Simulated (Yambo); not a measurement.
## SiC (Moissanite 3C) in Yambo: convergence with bands in self energy

SiC (Moissanite 3C):

```
Si C
1.0
     0.00000    2.17900    2.17900
     2.17900    0.00000    2.17900
     2.17900    2.17900    0.00000
Si C
1 1
Direct
  0.00000 0.00000 0.00000
  0.75000 0.75000 0.75000
```

```yaml
Program: Yambo 5.3.0
Task: G0W0 quasiparticle levels
Functional: LDA
Potentials_or_basis: PseudoDojo 0.4.1 SR LDA standard
Cutoff: 1116 eV
Density_cutoff: 4463 eV
k_mesh: 6 × 6 × 6
Occupations: fixed
Spin: no spin polarisation
k_mesh_of_the_self-consistent_run: 10 × 10 × 10
Form_of_the_LDA: PW92
Random_integration_of_the_Coulomb_term: yes
Direction_of_the_field_or_of_q_to_0: x + y + z
Broadening: 0.1 eV
States_corrected: Γ and the k points of the band edges
Frequency_dependence_of_W: plasmon pole
Terminator_of_the_band_sum_in_the_self-energy: none
Quasiparticle_equation: linearised (Newton)
Imaginary_frequency_of_the_plasmon-pole_fit: 27.2114 eV
Bands_in_the_response: 154
Bands_in_the_self-energy: 24
Cutoff_of_the_response_matrix: 12 Ry
Cutoff_of_exchange_and_Vxc: 82 Ry
Bands_corrected_first_last: "[2, 5]"
```

These are the settings of the first run; the series varies bands in self energy, with any setting tied to it.

**Question.** The values tried are 24, 44, 84, 154, loosest first. From which on does the quasiparticle gap at the points computed stay within 0.05 eV of the tightest run that finished?

**Answer.** From 84 on.

```tsv
bands in self energy	quasiparticle gap at the points computed (eV)
24	2.034
44	2.149
84	2.232
154	2.267
```

The tightest run that finished is the yardstick and may itself not be fully converged.

Caveat, for the tightest run too: this version prints the column dSc/dw multiplied by 27.2.
